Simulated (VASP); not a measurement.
# N (Pa-3) in VASP: notebook

One crystal, N, is run at these levels: PBE, LDA, PBE+D3(BJ); tasks: relaxation of cell and atoms.

Everything below comes from runs of VASP 6.6.1. Logs are shortened: lines on timing, memory, paths and dates and some standing lists are left out, and cuts for length are marked.

**1. The crystal as given**

It takes space group Pa-3 (No. 205, cubic). The conventional cell has a = 5.561 Å, b = 5.561 Å, c = 5.561 Å, α = 90.00°, β = 90.00°, γ = 90.00°. Around N (site symmetry 3) lie 1 N at 1.11 Å.

**2. Relaxation of cell and atoms, PBE**

Input file INCAR:

```
PREC = Accurate ; ENCUT = 600
EDIFF = 1E-6 ; ISMEAR = 0
SIGMA = 0.02 ; LREAL = F
LASPH = T ; NELM = 60
ALGO = Normal ; ISIF = 3
LWAVE = F ; LCHARG = F
GGA = PE ; IBRION = 2
NSW = 40 ; EDIFFG = -0.005
KPAR = 4
```

Input file KPOINTS:

```
Automatic mesh
0
Gamma
  4 4 4
```

Input file POSCAR:

```
N
1.0
    5.5605176600      0.0000000000      0.0000000000
    0.0000000000      5.5605176600      0.0000000000
    0.0000000000      0.0000000000      5.5605176600
N
8
Direct
    0.0573973300      0.4426026700      0.5573973300
    0.4426026700      0.5573973300      0.0573973300
    0.5573973300      0.0573973300      0.4426026700
    0.9426026700      0.9426026700      0.9426026700
    0.9426026700      0.5573973300      0.4426026700
    0.5573973300      0.4426026700      0.9426026700
    0.4426026700      0.9426026700      0.5573973300
    0.0573973300      0.0573973300      0.0573973300
```

Potentials or basis: VASP PAW PBE potentials, release 64 (N).

Started as:

```
> cat potpaw_PBE.64/N/POTCAR > POTCAR
> mpirun -np 4 vasp_std > vasp.out
```

OUTCAR:

```text
PREC = Accurate
   ENCUT = 600
   EDIFF = 1E-6
   ISMEAR = 0
   LREAL = F
   LASPH = T
   NELM = 60
   ISIF = 3
   GGA = PE
   IBRION = 2
   NSW = 40
   EDIFFG = -0.005

 ion  position               nearest neighbor table
   1  0.057  0.443  0.557-   5 1.11
   2  0.443  0.557  0.057-   6 1.11
   3  0.557  0.057  0.443-   7 1.11
   4  0.943  0.943  0.943-   8 1.11
   5  0.943  0.557  0.443-   1 1.11
   6  0.557  0.443  0.943-   2 1.11
   7  0.443  0.943  0.557-   3 1.11
   8  0.057  0.057  0.057-   4 1.11

  LATTYP: Found a simple cubic cell.
 ALAT       =     5.5605176600

  Lattice vectors:

 A1 = (   5.5605176600,   0.0000000000,   0.0000000000)
 A2 = (   0.0000000000,   5.5605176600,   0.0000000000)
 A3 = (   0.0000000000,   0.0000000000,   5.5605176600)

Analysis of symmetry for initial positions (statically):
=====================================================================
 Subroutine PRICEL returns:
 Original cell was already a primitive cell.

 Routine SETGRP: Setting up the symmetry group for a
 simple cubic supercell.

 Subroutine GETGRP returns: Found 24 space group operations
 (whereof  6 operations were pure point group operations)
 out of a pool of 48 trial point group operations.

The static configuration has the point symmetry S_6 .
 The point group associated with its full space group is T_h .

Analysis of symmetry for dynamics (positions and initial velocities):
=====================================================================
 Subroutine PRICEL returns:
 Original cell was already a primitive cell.

 Routine SETGRP: Setting up the symmetry group for a
 simple cubic supercell.

 Subroutine GETGRP returns: Found 24 space group operations
 (whereof  6 operations were pure point group operations)
 out of a pool of 48 trial point group operations.

The dynamic configuration has the point symmetry S_6 .
 The point group associated with its full space group is T_h .

 Subroutine INISYM returns: Found 24 space group operations
 (whereof  6 operations are pure point group operations),
 and found     1 'primitive' translations

----------------------------------------------------------------------------------------

                                     Primitive cell

  volume of cell :     171.9276

  direct lattice vectors                    reciprocal lattice vectors
     5.560517660  0.000000000  0.000000000     0.179839371  0.000000000  0.000000000
     0.000000000  5.560517660  0.000000000     0.000000000  0.179839371  0.000000000
     0.000000000  0.000000000  5.560517660     0.000000000  0.000000000  0.179839371

  length of vectors
     5.560517660  5.560517660  5.560517660     0.179839371  0.179839371  0.179839371

  position of ions in fractional coordinates (direct lattice)
     0.057397330  0.442602670  0.557397330
     0.442602670  0.557397330  0.057397330
     0.557397330  0.057397330  0.442602670
     0.942602670  0.942602670  0.942602670
     0.942602670  0.557397330  0.442602670
     0.557397330  0.442602670  0.942602670
     0.442602670  0.942602670  0.557397330
     0.057397330  0.057397330  0.057397330

  ion indices of the primitive-cell ions
   primitive index   ion index
                 1           1
                 2           2
                 3           3
                 4           4
                 5           5
                 6           6
                 7           7
                 8           8

----------------------------------------------------------------------------------------

 KPOINTS: Automatic mesh

Automatic generation of k-mesh.
 Grid dimensions read from file:
 generate k-points for:    4    4    4

 Generating k-lattice:

  Cartesian coordinates                     Fractional coordinates (reciprocal lattice)
     0.044959843  0.000000000  0.000000000     0.250000000  0.000000000  0.000000000
     0.000000000  0.044959843  0.000000000     0.000000000  0.250000000  0.000000000
     0.000000000  0.000000000  0.044959843     0.000000000  0.000000000  0.250000000

  Length of vectors
     0.044959843  0.044959843  0.044959843

  Shift w.r.t. Gamma in fractional coordinates (k-lattice)
     0.000000000  0.000000000  0.000000000

 Subroutine IBZKPT returns following result:
 ===========================================

 Found     11 irreducible k-points:

 Following reciprocal coordinates:
            Coordinates               Weight
  0.000000  0.000000  0.000000      1.000000
  0.250000  0.000000  0.000000      6.000000
  0.500000  0.000000  0.000000      3.000000
  0.250000  0.250000  0.000000     12.000000
  0.500000  0.250000  0.000000      6.000000
 -0.250000  0.500000  0.000000      6.000000
  0.500000  0.500000  0.000000      3.000000
  0.250000  0.250000  0.250000      8.000000
  0.500000  0.250000  0.250000     12.000000
  0.500000  0.500000  0.250000      6.000000
  0.500000  0.500000  0.500000      1.000000
   k-points           NKPTS =     11   k-points in BZ     NKDIM =     11   number of bands    NBANDS=     25
   number of dos      NEDOS =    301   number of ions     NIONS =      8
   total plane-waves  NPLWV = 110592
   dimension x,y,z NGX =    48 NGY =   48 NGZ =   48
   dimension x,y,z NGXF=    96 NGYF=   96 NGZF=   96
   ions per type =               8
   NGX,Y,Z   is equivalent  to a cutoff of  14.35, 14.35, 14.35 a.u.
   NGXF,Y,Z  is equivalent  to a cutoff of  28.70, 28.70, 28.70 a.u.
 SYSTEM =  unknown system
   PREC   = accura    normal or accurate (medium, high low for compatibility)
   ISTART =      0    job   : 0-new  1-cont  2-samecut
   ICHARG =      2    charge: 1-file 2-atom 10-const
   ISPIN  =      1    spin polarized calculation?
   LNONCOLLINEAR =      F non collinear calculations
   LSORBIT =      F    spin-orbit coupling
   LASPH  =      T    aspherical Exc in radial PAW
   ENCUT  =  600.0 eV  44.10 Ry    6.64 a.u.  11.11 11.11 11.11*2*pi/ulx,y,z
   NELM   =     60;   NELMIN=  2; NELMDL= -5     # of ELM steps
   EDIFF  = 0.1E-05   stopping-criterion for ELM
   LREAL  =      F    real-space projection
   EDIFFG = -.5E-02   stopping-criterion for IOM
   NSW    =     40    number of steps for IOM
   IBRION =      2    ionic relax: 0-MD 1-quasi-New 2-CG
   NFREE  =      1    steps in history (QN), initial steepest desc. (CG)
   ISIF   =      3    stress and relaxation
   ISYM   =      2    0-nonsym 1-usesym 2-fastsym
   POTIM  = 0.5000    time-step for ionic-motion
   TEBEG  =    0.0;   TEEND  =   0.0 temperature during run
   PSTRESS=    0.0 pullay stress
   NELECT =      40.0000    total number of electrons
   NUPDOWN=      -1.0000    fix difference up-down
   EMIN   =  10.00;   EMAX   =-10.00  energy-range for DOS
   EFERMI =   0.00;   METHOD = LEGACY
   ISMEAR =     0;   SIGMA  =   0.02  broadening in eV -4-tet -1-fermi 0-gaus
   EFERMI_NEDOS =   21; number of points for ismear=-14 and -15
   IALGO  =     38    algorithm
   IMIX   =      4    mixing-type and parameters
     AMIX     =   0.40;   BMIX     =  1.00
     AMIX_MAG =   1.60;   BMIX_MAG =  1.00
  volume/ion in A,a.u.               =      21.49       145.03
  Fermi-wavevector in a.u.,A,eV,Ry     =   1.006884  1.902736 13.793806  1.013816
  Thomas-Fermi vector in A             =   2.139655
   LORBIT       =      0    0 simple, 1 ext, 2 COOP (PROOUT), +10 PAW based schemes
   GGA     = PE    functional components
   LHFCALC =     F    Hartree Fock is set to
   AEXX    =    0.0000 exact exchange contribution
   IVDW    =     0    specifies the selected vdW correction
   LEPSILON=     F    determine dielectric tensor
   LRPA    =     F    only Hartree local field effects (RPA)
 conjugate gradient relaxation of ions
 non-spin polarized calculation
 Gauss-broadening in eV      SIGMA  =   0.02
  energy-cutoff  :      600.00
  volume of cell :      171.93
 maximum number of plane-waves:      5832
 NGX is ok and might be reduce to    48
   NGX = 23   NGY = 23   NGZ = 23

--------------------------------------- Ionic step        1  -------------------------------------------

 number of electron      39.9999990 magnetization

 Free energy of the ion-electron system (eV)
  ---------------------------------------------------
  ext. energy  EPLUGINS =         0.00000000
  ---------------------------------------------------
  free energy    TOTEN  =       -66.62601380 eV

  energy without entropy =      -66.62601380  energy(sigma->0) =      -66.62601380

------------------------ aborting loop because EDIFF is reached ----------------------------------------

  FORCE on cell =-STRESS in cart. coord.  units (eV):
  Direction    XX          YY          ZZ          XY          YZ          ZX
  --------------------------------------------------------------------------------------
  -------------------------------------------------------------------------------------
  Total        2.0261036      2.0261036      2.0261036     -0.0000000      0.0000000      0.0000000
  in kB       18.8810685     18.8810685     18.8810685     -0.0000000      0.0000000      0.0000000
  external PRESSURE =      18.8810685 kB  Pullay stress =       0.0000000 kB
[... 107 lines left out ...]
  FREE ENERGIE OF THE ION-ELECTRON SYSTEM (eV)
  ---------------------------------------------------
  free  energy   TOTEN  =       -66.6388971183 eV

  energy  without entropy=      -66.6388971183  energy(sigma->0) =      -66.63889712

[... ionic steps 4 to 10 ...]

--------------------------------------- Ionic step       11  -------------------------------------------

 number of electron      39.9999996 magnetization

------------------------ aborting loop because EDIFF is reached ----------------------------------------

  FORCE on cell =-STRESS in cart. coord.  units (eV):
  Direction    XX          YY          ZZ          XY          YZ          ZX
  --------------------------------------------------------------------------------------
  -------------------------------------------------------------------------------------
  Total        0.0043949      0.0043949      0.0043949     -0.0000000     -0.0000000      0.0000000
  in kB        0.0341837      0.0341837      0.0341837     -0.0000000     -0.0000000      0.0000000
  external PRESSURE =       0.0341837 kB  Pullay stress =       0.0000000 kB
[... 69 lines left out ...]
  energy  without entropy=      -66.6905479036  energy(sigma->0) =      -66.69054790

--------------------------------------- Ionic step       13  -------------------------------------------

 number of electron      39.9999996 magnetization

 Free energy of the ion-electron system (eV)
  ---------------------------------------------------
  ext. energy  EPLUGINS =         0.00000000
  ---------------------------------------------------
  free energy    TOTEN  =       -66.69055189 eV

  energy without entropy =      -66.69055189  energy(sigma->0) =      -66.69055189

 E-fermi :  -6.8380     XC(G=0):  -5.9896

 val. band max:       -7.0070196732   @ k =   0.5000   0.0000   0.0000
 cond. band min:       0.3954294695   @ k =   0.0000   0.0000   0.0000
 fundamental gap:      7.4024491427
 Fermi energy:        -6.8379832667

 k-point     1 :       0.0000    0.0000    0.0000
  band No.  band energies     occupation
      1     -25.1530      2.00000
      2     -25.1195      2.00000
      3     -25.1195      2.00000
      4     -25.1195      2.00000
      5     -10.5548      2.00000
      6     -10.5548      2.00000
[... 332 lines left out ...]
  FREE ENERGIE OF THE ION-ELECTRON SYSTEM (eV)
  ---------------------------------------------------
  free  energy   TOTEN  =       -66.6905518923 eV

  energy  without entropy=      -66.6905518923  energy(sigma->0) =      -66.69055189

 reached required accuracy - stopping structural energy minimisation
```

Wall time 4.2 min (4 MPI ranks of Intel Xeon Platinum 8375C at 2.90GHz (Ice Lake), shared host); peak memory 0.33 GiB.

Results:

```
Free energy                            : -66.6906 eV
Relaxed volume                         : 25.75 Å³/atom
Relaxed cell                           : a = 5.906 Å, b = 5.906 Å, c = 5.906 Å, α = 90.00°, β = 90.00°, γ = 90.00°
Space group after relaxing (to 0.05 Å) : Pa-3 (No. 205)
Energy gained by relaxing              : 8.1 meV/atom
Ionic steps                            : 13
Pressure after relaxing                : 0.0 GPa
Band gap on the k mesh                 : 7.40 eV, indirect (least direct gap 7.42 eV)
```

Step by step:
```csv
step,energy change (eV),largest force (eV/Å),pressure (GPa),volume (Å³)
1,0.0000,0.9757,1.89,171.93
2,2.4184,10.4693,-14.65,178.31
3,-0.0129,0.2258,0.25,172.32
4,-0.0133,0.0782,0.45,172.26
5,-0.0133,0.0522,0.49,172.25
6,-0.0180,0.0521,0.45,173.66
7,-0.0305,0.0440,0.37,177.92
8,-0.0488,0.0151,0.29,186.65
9,-0.0631,0.3084,0.38,204.95
10,-0.0645,0.0604,-0.06,206.15
11,-0.0645,0.0114,0.00,205.99
12,-0.0645,0.0173,0.00,206.01
13,-0.0645,0.0001,0.02,206.01
```

Final structure:
```
N
1.0
     5.90602    0.00000    0.00000
     0.00000    5.90602    0.00000
     0.00000    0.00000    5.90602
N
8
Direct
  0.05438 0.44562 0.55438
  0.44562 0.55438 0.05438
  0.55438 0.05438 0.44562
  0.94562 0.94562 0.94562
  0.94562 0.55438 0.44562
  0.55438 0.44562 0.94562
  0.44562 0.94562 0.55438
  0.05438 0.05438 0.05438
```

Caveat: the standard files for N, O and F lose accuracy on very short bonds; the volume moved by over 15 % at a fixed basis, so the end points are rough.

**3. Relaxation of cell and atoms, LDA**

Input file INCAR:

```
PREC = Accurate ; ENCUT = 600
EDIFF = 1E-7 ; ISMEAR = 0
SIGMA = 0.02 ; LREAL = False
LASPH = True ; NELM = 100
ALGO = Fast ; ISIF = 3
LWAVE = False ; LCHARG = False
GGA = CA ; IBRION = 2
NSW = 40 ; EDIFFG = -0.02
KPAR = 4
```

KPOINTS is that of step 2.

POSCAR is that of step 2.

Potentials or basis: VASP PAW LDA potentials, release 64 (N).

Started as:

```
> cat potpaw_LDA.64/N/POTCAR > POTCAR
> mpirun -np 4 vasp_std > vasp.out
```

It took 2.2 min on 4 MPI ranks of Intel Xeon Platinum 8488C (Sapphire Rapids), shared host; peak memory 0.26 GiB.

The run converged. Its results:

| Property | Result |
| --- | --- |
| Free energy | -70.5059 eV |
| Relaxed volume | 16.88 Å³/atom |
| Relaxed cell | a = 5.130 Å, b = 5.130 Å, c = 5.130 Å, α = 90.00°, β = 90.00°, γ = 90.00° |
| Space group after relaxing (to 0.05 Å) | Pa-3 (No. 205) |
| Energy gained by relaxing | 13.0 meV/atom |
| Ionic steps | 14 |
| Pressure after relaxing | 0.1 GPa |
| Largest force after relaxing | 0.009 eV/Å |
| Band gap on the k mesh | 6.59 eV, indirect (least direct gap 6.67 eV) |

Forces on the atoms (eV/Å):
```
N   -0.005  0.005 -0.005
N    0.005 -0.005 -0.005
N   -0.005 -0.005  0.005
N    0.005  0.005  0.005
N    0.005 -0.005  0.005
N   -0.005  0.005  0.005
N    0.005  0.005 -0.005
N   -0.005 -0.005 -0.005
```

The path:
| step | energy change (eV) | largest force (eV/Å) | pressure (GPa) | volume (Å³) |
| --- | --- | --- | --- | --- |
| 1 | 0.0000 | 0.3901 | -1.21 | 171.93 |
| 2 | 0.6261 | 7.8577 | 9.89 | 167.92 |
| 3 | -0.0032 | 0.0572 | -0.60 | 171.65 |
| 4 | -0.0032 | 0.0867 | -0.56 | 171.63 |
| 5 | -0.0108 | 0.0779 | -0.56 | 169.82 |
| 6 | -0.0329 | 0.0716 | -0.55 | 164.47 |
| 7 | -0.0719 | 0.1337 | -0.34 | 154.12 |
| 8 | -0.0994 | 0.5599 | 1.13 | 134.73 |
| 9 | -0.1013 | 0.3550 | 0.82 | 134.27 |
| 10 | -0.1020 | 0.1066 | 0.42 | 133.70 |
| 11 | -0.1020 | 0.1281 | 0.46 | 133.75 |
| 12 | -0.1022 | 0.1151 | 0.42 | 133.88 |
| 13 | -0.1028 | 0.0734 | 0.32 | 134.26 |
| 14 | -0.1037 | 0.0089 | 0.13 | 135.03 |

Final structure:
```
N
1.0
     5.13030    0.00000    0.00000
     0.00000    5.13030    0.00000
     0.00000    0.00000    5.13030
N
8
Direct
  0.06204 0.43796 0.56204
  0.43796 0.56204 0.06204
  0.56204 0.06204 0.43796
  0.93796 0.93796 0.93796
  0.93796 0.56204 0.43796
  0.56204 0.43796 0.93796
  0.43796 0.93796 0.56204
  0.06204 0.06204 0.06204
```

Levels at points of the mesh, in eV from the valence-band top:
```tsv
k point	band 18	band 19	band 20	band 21	band 22	band 23
(0.00, 0.00, 0.00)	-0.08	-0.08	-0.08	6.59	6.59	6.59
(0.50, 0.00, 0.00)	-0.39	0.00	0.00	7.05	7.05	7.59
(0.50, 0.50, 0.00)	-0.23	-0.23	-0.23	7.60	7.60	7.60
(0.50, 0.50, 0.50)	-0.46	-0.46	-0.46	7.61	7.61	7.61
```

Caveat: the standard files for N, O and F lose accuracy on very short bonds; the volume moved by over 15 % at a fixed basis, so the end points are rough. A k mesh can miss the band edges.

**4. Relaxation of cell and atoms, PBE+D3(BJ)**

Input file INCAR:

```
  ALGO = Normal
  EDIFF = 1E-7
  EDIFFG = -0.02
  ENCUT = 600
  GGA = PE
  IBRION = 2
  ISIF = 3
  ISMEAR = 0
  IVDW = 12
  KPAR = 4
  LASPH = T
  LCHARG = F
  LREAL = F
  LWAVE = F
  NELM = 100
  NSW = 40
  PREC = Accurate
  SIGMA = 0.02
```

Input file KPOINTS:

```
k-points
0
Gamma
  4 4 4
```

POSCAR is that of step 3.

Potentials or basis: VASP PAW PBE potentials, release 64 (N).

Started as:

```
> cat potpaw_PBE.64/N/POTCAR > POTCAR
> mpirun -np 4 vasp_std > vasp.out
```

It took 71 s on 4 MPI ranks of Intel Xeon Platinum 8375C at 2.90GHz (Ice Lake), shared host; peak memory 0.34 GiB.

Results (log left out):

```
Free energy                            : -67.1045 eV
Relaxed volume                         : 21.52 Å³/atom
Relaxed cell                           : a = 5.563 Å, b = 5.563 Å, c = 5.563 Å, α = 90.00°, β = 90.00°, γ = 90.00°
Space group after relaxing (to 0.05 Å) : Pa-3 (No. 205)
Energy gained by relaxing              : 1.5 meV/atom
Ionic steps                            : 4
Pressure after relaxing                : -0.1 GPa
Largest force after relaxing           : 0.014 eV/Å
Band gap on the k mesh                 : 7.17 eV, indirect (least direct gap 7.20 eV)
Dispersion energy per atom             : -0.058 eV
```

Forces on the atoms (eV/Å):
```
N   -0.008  0.008 -0.008
N    0.008 -0.008 -0.008
N   -0.008 -0.008  0.008
N    0.008  0.008  0.008
N    0.008 -0.008  0.008
N   -0.008  0.008  0.008
N    0.008  0.008 -0.008
N   -0.008 -0.008 -0.008
```

Step by step:
```tsv
step	energy change (eV)	largest force (eV/Å)	pressure (GPa)	volume (Å³)
1	0.0000	0.9841	1.30	171.93
2	2.2843	10.2262	-14.94	176.32
3	-0.0121	0.1266	-0.21	172.20
4	-0.0123	0.0138	-0.05	172.17
```

Final structure:
```cif
data_structure
_symmetry_space_group_name_H-M 'P 1'
_symmetry_Int_Tables_number 1
_cell_length_a 5.5631
_cell_length_b 5.5631
_cell_length_c 5.5631
_cell_angle_alpha 90.000
_cell_angle_beta 90.000
_cell_angle_gamma 90.000
_cell_volume 172.17
loop_
_atom_site_label
_atom_site_type_symbol
_atom_site_fract_x
_atom_site_fract_y
_atom_site_fract_z
_atom_site_occupancy
N1 N 0.05771 0.44229 0.55771 1
N2 N 0.44229 0.55771 0.05771 1
N3 N 0.55771 0.05771 0.44229 1
N4 N 0.94229 0.94229 0.94229 1
N5 N 0.94229 0.55771 0.44229 1
N6 N 0.55771 0.44229 0.94229 1
N7 N 0.44229 0.94229 0.55771 1
N8 N 0.05771 0.05771 0.05771 1
```

Levels at points of the mesh, in eV from the valence-band top:
```csv
k point,band 18,band 19,band 20,band 21,band 22,band 23
"(0.00, 0.00, 0.00)",-0.03,-0.03,-0.03,7.17,7.17,7.17
"(0.50, 0.00, 0.00)",-0.31,0.00,0.00,7.44,7.44,7.81
"(0.50, 0.50, 0.00)",-0.16,-0.16,-0.16,7.81,7.81,7.81
"(0.50, 0.50, 0.50)",-0.25,-0.25,-0.25,7.81,7.81,7.81
```

Caveat: the standard files for N, O and F lose accuracy on very short bonds. Expect the measured gap to be larger: semilocal functionals such as PBE lack the derivative discontinuity.

**5. Overview**

| level | potentials or basis | gap on the mesh (eV) | pressure (GPa) | relaxed volume (Å³/atom) | largest force (eV/Å) |
| --- | --- | --- | --- | --- | --- |
| PBE | VASP PAW PBE potentials, release 64 (N) | 7.40 | 0.0 | 25.75 | - |
| LDA | VASP PAW LDA potentials, release 64 (N) | 6.59 | 0.1 | 16.88 | 0.01 |
| PBE+D3(BJ) | VASP PAW PBE potentials, release 64 (N) | 7.17 | -0.1 | 21.52 | 0.01 |

Alike in all rows: task relaxation of cell and atoms; no spin polarisation; cell relaxed; k mesh 4 × 4 × 4; cutoff (eV) 600; smearing gaussian 0.02 eV.

Caveats: the standard files for N, O and F lose accuracy on very short bonds; the volume moved by over 15 % at a fixed basis, so the end points are rough (some runs).

Absolute energies hang on the potentials; compare differences alone.
